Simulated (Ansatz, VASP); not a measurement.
## Ge in VASP and in Ansatz

```
Ge
1.0
     0.00000    2.73163    2.73163
     2.73163    0.00000    2.73163
     2.73163    2.73163    0.00000
Ge
2
Direct
  0.00000 0.00000 0.00000
  0.25000 0.25000 0.25000
```

Change from the starting cell: hydrostatic strain -3.7%.

Alike in both runs: task single point; functional r2SCAN; k mesh 8 × 8 × 8; no spin polarisation.

```csv
,VASP,Ansatz
version,VASP 6.6.1,Ansatz 0.2.0
potentials or method,"VASP PAW PBE potentials, release 64 (Ge_d)","plane waves, PAW"
plane-wave cutoff (eV),520,500
occupations,"gaussian, width 0.01 eV",fixed
valence electrons in the cell,28,28
```

Ansatz gave:

```
gap on the k mesh at the Fermi level (eV) : 0.65
pressure (GPa)                            : 10.6
```

Estimate VASP's values.

gap on the k mesh at the Fermi level (eV): 0.63; pressure (GPa): 10.7.

Caveats: the PAW data sets were made with another functional, which shifts forces and pressure a little (VASP). A k mesh can miss the band edges.
